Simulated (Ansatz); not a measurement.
# AlCu (rocksalt type): the cost of one run

Computed with Ansatz 0.2.0 (DFT, PBE, all-electron LAPW, scalar-relativistic, unless a step's input says otherwise).

## 1. Starting point

Symmetry: Fm-3m, No. 225, cubic system. The conventional cell has a = 4.303 Å, b = 4.303 Å, c = 4.303 Å, α = 90.00°, β = 90.00°, γ = 90.00°. Around Cu (site symmetry m-3m) lie 6 Al at 2.15 Å. Around Al (site symmetry m-3m) lie 6 Cu at 2.15 Å.

Coordinates:

```
CELL_PARAMETERS angstrom
0.00000 2.15170 2.15170
2.15170 0.00000 2.15170
2.15170 2.15170 0.00000
ATOMIC_POSITIONS crystal
Cu 0.00000 0.00000 0.00000
Al 0.50000 0.50000 0.50000
```

Atoms are numbered in the order of the input: Cu1, Al2.

## 2. Rocksalt relaxed under pressure, LAPW

File input.yaml:

```yaml
crystal:
  lattice:
    - [0.0, 2.1516959835, 2.1516959835]
    - [2.1516959835, 0.0, 2.1516959835]
    - [2.1516959835, 2.1516959835, 0.0]
  atoms:
    - { symbol: Cu, position: [0.0, 0.0, 0.0] }
    - { symbol: Al, position: [0.5, 0.5, 0.5] }
kpoints:
  mp_grid: { grid: [15, 15, 15] }
scf:
  occupations: { method: fermi_dirac, width: 0.1 }
hamiltonian:
  xc: pbe
  pseudopotentials: { kind: all_electron, lapw: { basis_error: 0.0005 } }
output:
  forces: true
  stress: true
  eigenvalues: true
relax:
  f_tol: 0.005
  max_steps: 12
  cell: { p_target: 110.0, stress_tol: 0.055 }
```

Started as:

```console
> ansatz run input.yaml --threads 1 --pin off --max-ram 3584MiB --backend cpu --events-out ev --progress --plain --runs-dir out
```

What time and memory should one allow on 1 thread of AMD EPYC 7R43 (Zen 3), shared host?

About 61 s, with a peak of 0.57 GiB.
